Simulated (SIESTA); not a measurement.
Crystal: HgTe (Coloradoite).

```xyz
2
Lattice="0.0000 3.2145 3.2145 3.2145 0.0000 3.2145 3.2145 3.2145 0.0000" Properties=species:S:1:pos:R:3 pbc="T T T"
Hg    0.0000    0.0000    0.0000
Te    4.8217    4.8217    4.8217
```

```yaml
Program: SIESTA 5.4.2
Task: relaxation of cell and atoms
Functional: PBE
Potentials_or_basis: PseudoDojo 0.4 standard (PBE files)
Basis: DZP (energy shift 0.002 Ry)
Grid_cutoff: 1200 Ry
Energy_shift: 0.002 Ry
k_mesh: 5 × 5 × 5
Occupations: fermi-dirac, width 0.05 eV
Spin: no spin polarisation
```

At the start: pressure 6.1 GPa; volume 33.22 Å³/atom.

**Question.** How do energy, volume and symmetry change on relaxing?

**Answer.** Over 4 steps the energy falls by 74.0 meV/atom and the volume is 37.58 Å³/atom (+13.2 %); space group F-43m (No. 216, to 0.05 Å).

Step by step:
```
step  energy change (eV)  largest force (eV/Å)  pressure (GPa)  volume (Å³)
   1              0.0000                0.0000            6.07        66.43
   2             -0.0152                0.0000            5.71        66.84
   3             -0.1474                0.0001            0.31        74.56
   4             -0.1480                0.0000            0.02        75.17
```

Final structure:
```cif
data_structure
_symmetry_space_group_name_H-M 'P 1'
_symmetry_Int_Tables_number 1
_cell_length_a 4.7371
_cell_length_b 4.7371
_cell_length_c 4.7371
_cell_angle_alpha 59.999
_cell_angle_beta 59.999
_cell_angle_gamma 59.999
_cell_volume 75.17
loop_
_atom_site_label
_atom_site_type_symbol
_atom_site_fract_x
_atom_site_fract_y
_atom_site_fract_z
_atom_site_occupancy
Hg1 Hg 0.00000 0.00000 0.00000 1
Te1 Te 0.75000 0.75000 0.75000 1
```

Caveat: semicore shells carry a single zeta, which can move pressures by several GPa and volumes by a few percent; the volume moved by +13 % from the deposited cell, more than functionals usually miss; the basis of atomic orbitals isn't converged, which shifts pressures, moduli and gaps.
